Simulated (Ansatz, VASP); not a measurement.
## Cd: VASP beside Ansatz

The input INCAR:

```
SYSTEM = Cd
PREC = Accurate
ENCUT = 520
EDIFF = 1E-7
ISMEAR = -1
SIGMA = 0.1
LREAL = .False.
LASPH = .True.
NELM = 80
ALGO = Normal
ISIF = 2
LWAVE = .False.
LCHARG = .True.
GGA = RE
LELF = .True.
LVHAR = .True.
NBANDS = 12
```

Contents of KPOINTS:

```
regular mesh
0
Gamma
  14 14 14
  0 0 0
```

File POSCAR:

```
Cd
1.0
   -1.7531775332      1.7531775332      1.7531775332
    1.7531775332     -1.7531775332      1.7531775332
    1.7531775332      1.7531775332     -1.7531775332
Cd
1
Direct
    0.0000000000      0.0000000000      0.0000000000
```

Input for Ansatz:

```yaml
crystal:
  lattice:
    - [-1.7531775332, 1.7531775332, 1.7531775332]
    - [1.7531775332, -1.7531775332, 1.7531775332]
    - [1.7531775332, 1.7531775332, -1.7531775332]
  atoms:
    - { symbol: Cd, position: [0.0, 0.0, 0.0] }
hamiltonian:
  xc: revpbe
  pseudopotentials:
    kind: paw
    azcp:
      Cd: "pseudopotentials/Cd.paw.azcp"
basis:
  ecutwfc: 420
  fft_grid_basis: typed
kpoints:
  mp_grid: { grid: [14, 14, 14], shift: [0, 0, 0] }
magnetization:
  spin_polarized: false
scf:
  occupations: { method: fermi_dirac, width: 0.1 }
  lower_state_search: "off"
output:
  stress: true
```

Alike in both runs: task single point; functional revPBE; k mesh 14 × 14 × 14; occupations fermi-dirac, width 0.1 eV; no spin polarisation.

|  | VASP | Ansatz |
| --- | --- | --- |
| version | VASP 6.6.1 | Ansatz 0.2.0 |
| potentials or method | VASP PAW PBE potentials, release 64 (Cd) | plane waves (420 eV) with PAW, scalar-relativistic |
| plane-wave cutoff (eV) | 520 | 420 |
| valence electrons in the cell | 12 | 20 |

Ansatz gave:

* pressure (GPa): 5.7

Problem. What did VASP give for the same quantities?

Solution. Pressure (GPa): 6.0.

With one functional, cell and mesh, what is left measures potentials, basis and numerics. The two sets of potentials don't hold the same shells in valence.

Caveats: the PAW data sets were made with another functional, which shifts forces and pressure a little (VASP).
